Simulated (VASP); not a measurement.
# Zr6C5 in VASP: further runs

One slab, Zr6C5, is run at these levels: PBE; tasks: single point.

All numbers are computed with VASP 6.6.1; they aren't measurements. Logs are shortened: lines on timing, memory, paths and dates and some standing lists are left out, and cuts for length are marked.

### Step 1. The structure

The cell holds a slab with vacuum, 11 atoms: a = 3.324 Å, b = 3.324 Å, c = 35.569 Å, α = 90.00°, β = 90.00°, γ = 120.00°.

### Step 2. Single point, PBE

The input, INCAR:

```
PREC     = Accurate       # precision mode
ENCUT    = 750            # plane-wave cutoff, eV
EDIFF    = 1E-8           # SCF threshold, eV
ISMEAR   = 1              # smearing method
SIGMA    = 0.1            # smearing width, eV
LREAL    = False          # projectors in reciprocal space
LASPH    = True           # aspherical terms in the spheres
NELM     = 120            # most SCF steps
ALGO     = Normal         # electronic algorithm
ISIF     = 2              # what is computed and relaxed
LWAVE    = False          # write WAVECAR
LCHARG   = False          # write CHGCAR
LDIPOL   = True         
IDIPOL   = 3            
DIPOL    = 0.5 0.5 0.500
GGA      = PE             # functional
NBANDS   = 65             # bands
LVHAR    = True         
LVACPOTAV= True
```

The input, KPOINTS:

```
regular mesh
0
Gamma
  14 14 1
```

The input, POSCAR:

```
Zr6C5
1.0
    3.3236988564      0.0000000000      0.0000000000
   -1.6618494282      2.8784076442      0.0000000000
    0.0000000000      0.0000000000     35.5689437615
Zr C
6 5
Direct
    0.3333333333      0.6666666667      0.3092585508
    0.0000000000      0.0000000000      0.3855551305
    0.6666666667      0.3333333333      0.4618517102
    0.3333333333      0.6666666667      0.5381482898
    0.0000000000      0.0000000000      0.6144448695
    0.6666666667      0.3333333333      0.6907414492
    0.6666666667      0.3333333333      0.3474068406
    0.3333333333      0.6666666667      0.4237034203
    0.0000000000      0.0000000000      0.5000000000
    0.6666666667      0.3333333333      0.5762965797
    0.3333333333      0.6666666667      0.6525931594
```

Potentials or basis: VASP PAW PBE potentials, release 64 (Zr_sv, C).

The run is started by

```
$ cat potpaw_PBE.64/Zr_sv/POTCAR potpaw_PBE.64/C/POTCAR > POTCAR
$ mpirun -np 1 vasp_std > vasp.out
```

OUTCAR:

```text
PREC = Accurate
   ENCUT = 750
   EDIFF = 1E-8
   ISMEAR = 1
   LREAL = False
   LASPH = True
   NELM = 120
   ISIF = 2
   GGA = PE

 ion  position               nearest neighbor table
   1  0.333  0.667  0.309-   7 2.35   7 2.35   7 2.35   2 3.32   2 3.32   2 3.32
   2  0.000  0.000  0.386-   8 2.35   8 2.35   8 2.35   7 2.35   7 2.35   7 2.35   1 3.32   3 3.32
                             1 3.32   3 3.32   3 3.32   1 3.32
   3  0.667  0.333  0.462-   9 2.35   9 2.35   9 2.35   8 2.35   8 2.35   8 2.35   4 3.32   4 3.32
                             4 3.32   2 3.32   2 3.32   2 3.32
   4  0.333  0.667  0.538-   9 2.35   9 2.35   9 2.35  10 2.35  10 2.35  10 2.35   3 3.32   3 3.32
                             3 3.32   5 3.32   5 3.32   5 3.32
   5  0.000  0.000  0.614-  10 2.35  10 2.35  10 2.35  11 2.35  11 2.35  11 2.35   4 3.32   6 3.32
                             4 3.32   6 3.32   6 3.32   4 3.32
   6  0.667  0.333  0.691-  11 2.35  11 2.35  11 2.35   5 3.32   5 3.32   5 3.32
   7  0.667  0.333  0.347-   1 2.35   1 2.35   1 2.35   2 2.35   2 2.35   2 2.35
   8  0.333  0.667  0.424-   2 2.35   2 2.35   2 2.35   3 2.35   3 2.35   3 2.35
   9  0.000  0.000  0.500-   3 2.35   4 2.35   3 2.35   4 2.35   3 2.35   4 2.35
  10  0.667  0.333  0.576-   5 2.35   5 2.35   5 2.35   4 2.35   4 2.35   4 2.35
  11  0.333  0.667  0.653-   6 2.35   6 2.35   6 2.35   5 2.35   5 2.35   5 2.35

  LATTYP: Found a hexagonal cell.
 ALAT       =     3.3236988564
 C/A-ratio  =    10.7016144658

  Lattice vectors:

 A1 = (   3.3236988564,   0.0000000000,   0.0000000000)
 A2 = (  -1.6618494282,   2.8784076442,   0.0000000000)
 A3 = (   0.0000000000,   0.0000000000,  35.5689437615)

Analysis of symmetry for initial positions (statically):
=====================================================================
 Subroutine PRICEL returns:
 Original cell was already a primitive cell.

 Routine SETGRP: Setting up the symmetry group for a
 hexagonal supercell.

 Subroutine GETGRP returns: Found 12 space group operations
 (whereof 12 operations were pure point group operations)
 out of a pool of 24 trial point group operations.

The static configuration has the point symmetry D_3d.

Analysis of symmetry for dynamics (positions and initial velocities):
=====================================================================
 Subroutine PRICEL returns:
 Original cell was already a primitive cell.

 Routine SETGRP: Setting up the symmetry group for a
 hexagonal supercell.

 Subroutine GETGRP returns: Found 12 space group operations
 (whereof 12 operations were pure point group operations)
 out of a pool of 24 trial point group operations.

The dynamic configuration has the point symmetry D_3d.

 Subroutine INISYM returns: Found 12 space group operations
 (whereof 12 operations are pure point group operations),
 and found     1 'primitive' translations

----------------------------------------------------------------------------------------

                                     Primitive cell

  volume of cell :     340.2867

  direct lattice vectors                    reciprocal lattice vectors
     3.323698856  0.000000000  0.000000000     0.300869616  0.173707154  0.000000000
    -1.661849428  2.878407644  0.000000000     0.000000000  0.347414308  0.000000000
     0.000000000  0.000000000 35.568943762     0.000000000  0.000000000  0.028114414

  length of vectors
     3.323698856  3.323698856 35.568943762     0.347414308  0.347414308  0.028114414

  position of ions in fractional coordinates (direct lattice)
     0.333333333  0.666666667  0.309258551
     0.000000000  0.000000000  0.385555131
     0.666666667  0.333333333  0.461851710
     0.333333333  0.666666667  0.538148290
     0.000000000  0.000000000  0.614444869
     0.666666667  0.333333333  0.690741449
     0.666666667  0.333333333  0.347406841
     0.333333333  0.666666667  0.423703420
     0.000000000  0.000000000  0.500000000
     0.666666667  0.333333333  0.576296580
     0.333333333  0.666666667  0.652593159

  ion indices of the primitive-cell ions
   primitive index   ion index
                 1           1
                 2           2
                 3           3
                 4           4
                 5           5
                 6           6
                 7           7
                 8           8
                 9           9
                10          10
                11          11

----------------------------------------------------------------------------------------

 KPOINTS: regular mesh

Automatic generation of k-mesh.
 Grid dimensions read from file:
 generate k-points for:   14   14    1

 Generating k-lattice:

  Cartesian coordinates                     Fractional coordinates (reciprocal lattice)
     0.021490687  0.012407654  0.000000000     0.071428571  0.000000000  0.000000000
     0.000000000  0.024815308  0.000000000     0.000000000  0.071428571  0.000000000
     0.000000000  0.000000000  0.028114414     0.000000000  0.000000000  1.000000000

  Length of vectors
     0.024815308  0.024815308  0.028114414

  Shift w.r.t. Gamma in fractional coordinates (k-lattice)
     0.000000000  0.000000000  0.000000000

 Subroutine IBZKPT returns following result:
 ===========================================

 Found     24 irreducible k-points:

 Following reciprocal coordinates:
            Coordinates               Weight
  0.000000  0.000000  0.000000      1.000000
  0.071429  0.000000  0.000000      6.000000
  0.142857  0.000000  0.000000      6.000000
  0.214286  0.000000  0.000000      6.000000
  0.285714  0.000000  0.000000      6.000000
  0.357143  0.000000  0.000000      6.000000
[... 16 lines left out ...]
  0.285714  0.285714  0.000000      6.000000
  0.357143  0.285714  0.000000      6.000000
   k-points           NKPTS =     24   k-points in BZ     NKDIM =     24   number of bands    NBANDS=     65
   number of dos      NEDOS =    301   number of ions     NIONS =     11
   total plane-waves  NPLWV = 288000
   dimension x,y,z NGX =    30 NGY =   30 NGZ =  320
   dimension x,y,z NGXF=    60 NGYF=   60 NGZF=  640
   ions per type =               6   5
   NGX,Y,Z   is equivalent  to a cutoff of  15.01, 15.01, 14.96 a.u.
   NGXF,Y,Z  is equivalent  to a cutoff of  30.01, 30.01, 29.91 a.u.
 SYSTEM =  unknown system
   PREC   = accura    normal or accurate (medium, high low for compatibility)
   ISTART =      0    job   : 0-new  1-cont  2-samecut
   ICHARG =      2    charge: 1-file 2-atom 10-const
   ISPIN  =      1    spin polarized calculation?
   LNONCOLLINEAR =      F non collinear calculations
   LSORBIT =      F    spin-orbit coupling
   LASPH  =      T    aspherical Exc in radial PAW
   ENCUT  =  750.0 eV  55.12 Ry    7.42 a.u.   7.42  7.42 79.43*2*pi/ulx,y,z
   NELM   =    120;   NELMIN=  2; NELMDL= -5     # of ELM steps
   EDIFF  = 0.1E-07   stopping-criterion for ELM
   LREAL  =      F    real-space projection
   EDIFFG = 0.1E-06   stopping-criterion for IOM
   NSW    =      0    number of steps for IOM
   IBRION =     -1    ionic relax: 0-MD 1-quasi-New 2-CG
   NFREE  =      0    steps in history (QN), initial steepest desc. (CG)
   ISIF   =      2    stress and relaxation
   ISYM   =      2    0-nonsym 1-usesym 2-fastsym
   POTIM  = 0.5000    time-step for ionic-motion
   TEBEG  =    0.0;   TEEND  =   0.0 temperature during run
   PSTRESS=    0.0 pullay stress
   NELECT =      92.0000    total number of electrons
   NUPDOWN=      -1.0000    fix difference up-down
   EMIN   =  10.00;   EMAX   =-10.00  energy-range for DOS
   EFERMI =   0.00;   METHOD = LEGACY
   ISMEAR =     1;   SIGMA  =   0.10  broadening in eV -4-tet -1-fermi 0-gaus
   EFERMI_NEDOS =   21; number of points for ismear=-14 and -15
   IALGO  =     38    algorithm
   IMIX   =      4    mixing-type and parameters
     AMIX     =   0.40;   BMIX     =  1.00
     AMIX_MAG =   1.60;   BMIX_MAG =  1.00
  volume/ion in A,a.u.               =      30.94       208.76
  Fermi-wavevector in a.u.,A,eV,Ry     =   1.058577  2.000421 15.246489  1.120585
  Thomas-Fermi vector in A             =   2.193891
   LORBIT       =      0    0 simple, 1 ext, 2 COOP (PROOUT), +10 PAW based schemes
   GGA     = PE    functional components
   LHFCALC =     F    Hartree Fock is set to
   AEXX    =    0.0000 exact exchange contribution
   IVDW    =     0    specifies the selected vdW correction
   LEPSILON=     F    determine dielectric tensor
   LRPA    =     F    only Hartree local field effects (RPA)
 non-spin polarized calculation
 Methfessel and Paxton  Order N= 1 SIGMA  =   0.10
  energy-cutoff  :      750.00
  volume of cell :      340.29
 maximum number of plane-waves:     15965
 NGX is ok and might be reduce to    30
   NGX = 15   NGY = 15   NGZ =159

 dipolmoment           0.000000      0.000000      0.000000 electrons x Angstroem

 number of electron      92.0000000 magnetization

 dipolmoment           0.000000      0.000000     -0.000000 electrons x Angstroem

 Free energy of the ion-electron system (eV)
  ---------------------------------------------------
  ext. energy  EPLUGINS =         0.00000000
  ---------------------------------------------------
  free energy    TOTEN  =      -103.77707929 eV

  energy without entropy =     -103.78442578  energy(sigma->0) =     -103.77952812

 E-fermi :   2.0337     XC(G=0):  -6.0191

 val. band max:        2.0034812433   @ k =   0.0000   0.0000   0.0000
 cond. band min:       2.0406160223   @ k =   0.4286   0.1429   0.0000
 fundamental gap:      0.0371347791
 Fermi energy:         2.0337402182

 k-point     1 :       0.0000    0.0000    0.0000
  band No.  band energies     occupation
      1     -47.0231      2.00000
      2     -47.0231      2.00000
      3     -46.1123      2.00000
      4     -46.1080      2.00000
      5     -46.0397      2.00000
      6     -45.9933      2.00000
[... 1453 lines left out ...]
     57       5.8271      0.00000
     58       6.0769      0.00000
 [bands above 58 left out]

------------------------ aborting loop because EDIFF is reached ----------------------------------------

  FORCE on cell =-STRESS in cart. coord.  units (eV):
  Direction    XX          YY          ZZ          XY          YZ          ZX
  --------------------------------------------------------------------------------------
  -------------------------------------------------------------------------------------
  Total       -1.5367993     -1.5367993     -4.8669023     -0.0000000      0.0000000      0.0000000
  in kB       -7.2357375     -7.2357375    -22.9149163     -0.0000000      0.0000000      0.0000000
  external PRESSURE =     -12.4621304 kB  Pullay stress =       0.0000000 kB

 VOLUME and BASIS-vectors are now :
 -----------------------------------------------------------------------------
  energy-cutoff  :      750.00
  volume of cell :      340.29
      direct lattice vectors                 reciprocal lattice vectors
     3.323698856  0.000000000  0.000000000     0.300869616  0.173707154  0.000000000
    -1.661849428  2.878407644  0.000000000     0.000000000  0.347414308  0.000000000
     0.000000000  0.000000000 35.568943762     0.000000000  0.000000000  0.028114414

 POSITION                                       TOTAL-FORCE (eV/Angst)
 -----------------------------------------------------------------------------------
     -0.00000      1.91894     11.00000         0.000000      0.000000      1.543127
      0.00000      0.00000     13.71379        -0.000000     -0.000000      0.459656
      1.66185      0.95947     16.42758        -0.000000      0.000000     -0.019157
     -0.00000      1.91894     19.14137         0.000000      0.000000      0.019157
      0.00000      0.00000     21.85516        -0.000000      0.000000     -0.459656
      1.66185      0.95947     24.56894        -0.000000     -0.000000     -1.543127
      1.66185      0.95947     12.35689        -0.000000      0.000000     -1.730982
     -0.00000      1.91894     15.07068        -0.000000      0.000000     -0.191573
      0.00000      0.00000     17.78447        -0.000000      0.000000      0.000000
      1.66185      0.95947     20.49826         0.000000      0.000000      0.191573
     -0.00000      1.91894     23.21205         0.000000     -0.000000      1.730982
 -----------------------------------------------------------------------------------
    total drift:                                0.000000      0.000000     -0.000000

  FREE ENERGIE OF THE ION-ELECTRON SYSTEM (eV)
  ---------------------------------------------------
  free  energy   TOTEN  =      -103.7770792936 eV

  energy  without entropy=     -103.7844257803  energy(sigma->0) =     -103.77952812

 vacuum level on the upper side and lower side of the slab         6.442         6.442
```

Wall time 27 min (1 thread of Intel Xeon 6975P-C (Granite Rapids), shared host); peak memory 1 GiB.

Results:

- Free energy: -103.7771 eV
- Largest force: 1.731 eV/Å
- Band gap on the k mesh: none (metal or under the smearing width)
- Work function of the upper face: 4.41 eV
- Work function of the lower face: 4.41 eV

Forces in eV/Å, atoms in the order of the input:
```
Zr   0.000  0.000  1.543
Zr   0.000  0.000  0.460
Zr   0.000  0.000 -0.019
Zr   0.000  0.000  0.019
Zr   0.000  0.000 -0.460
Zr   0.000  0.000 -1.543
C    0.000  0.000 -1.731
C    0.000  0.000 -0.192
C    0.000  0.000  0.000
C    0.000  0.000  0.192
C    0.000  0.000  1.731
```

Levels at points of the mesh, in eV from the Fermi level:
```tsv
k point	band 42	band 43	band 44	band 45	band 46	band 47	band 48	band 49	band 50	band 51
(0.00, 0.00, 0.00)	-1.01	-0.42	-0.18	-0.03	-0.03	0.69	1.03	1.03	1.41	1.41
(0.50, 0.00, 0.00)	-1.96	-1.78	-1.21	-0.36	0.16	0.41	0.48	0.85	1.80	2.58
```

(Part 1 of 3 ends here.)
